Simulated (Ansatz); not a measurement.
Crystal: Si2Mo.

```
Mo Si
1.0
    -1.60000    1.60000    3.93050
     1.60000   -1.60000    3.93050
     1.60000    1.60000   -3.93050
Mo Si
1 2
Direct
  0.00000 0.00000 0.00000
  0.66700 0.66700 0.00000
  0.33300 0.33300 0.00000
```

```yaml
Program: Ansatz 0.2.0
Task: relaxation of cell and atoms
Functional: revPBE
Potentials_or_basis: Ansatz PAW
Cutoff: "420 eV (not typed: the program's choice for these potentials)"
k_mesh: 12 × 12 × 12
Occupations: fermi-dirac, width 0.05 eV
Spin: no spin polarisation
```

At the start: volume 13.42 Å³/atom.

Q: Where does the relaxation end?

A: It ends after 6 steps and the volume is 13.71 Å³/atom (+2.2 %); space group I4/mmm (No. 139, to 0.05 Å).

The path:
| step | energy change (eV) | largest force (eV/Å) | volume (Å³) |
| --- | --- | --- | --- |
| 1 | 0.0000 | 0.2600 | 40.25 |
| 2 | -0.0140 | 0.1007 | 41.29 |
| 3 | -0.0153 | 0.0414 | 41.14 |
| 4 | -0.0154 | 0.0103 | 41.10 |
| 5 | -0.0154 | 0.0002 | 41.12 |
| 6 | -0.0156 | 0.0002 | 41.12 |

Final structure:
```cif
data_structure
_symmetry_space_group_name_H-M 'P 1'
_symmetry_Int_Tables_number 1
_cell_length_a 4.5603
_cell_length_b 4.5603
_cell_length_c 4.5603
_cell_angle_alpha 138.559
_cell_angle_beta 138.559
_cell_angle_gamma 60.048
_cell_volume 41.12
loop_
_atom_site_label
_atom_site_type_symbol
_atom_site_fract_x
_atom_site_fract_y
_atom_site_fract_z
_atom_site_occupancy
Mo1 Mo 0.00000 0.00000 0.00000 1
Si1 Si 0.66492 0.66492 0.00000 1
Si2 Si 0.33508 0.33508 0.00000 1
```

Caveat: the plane-wave basis is chosen anew once the cell has moved, so the energies of steps on either side of that aren't comparable; the PAW data sets come from PBE, with cores solved anew for the run's functional, which leaves a small shift of forces and pressure.
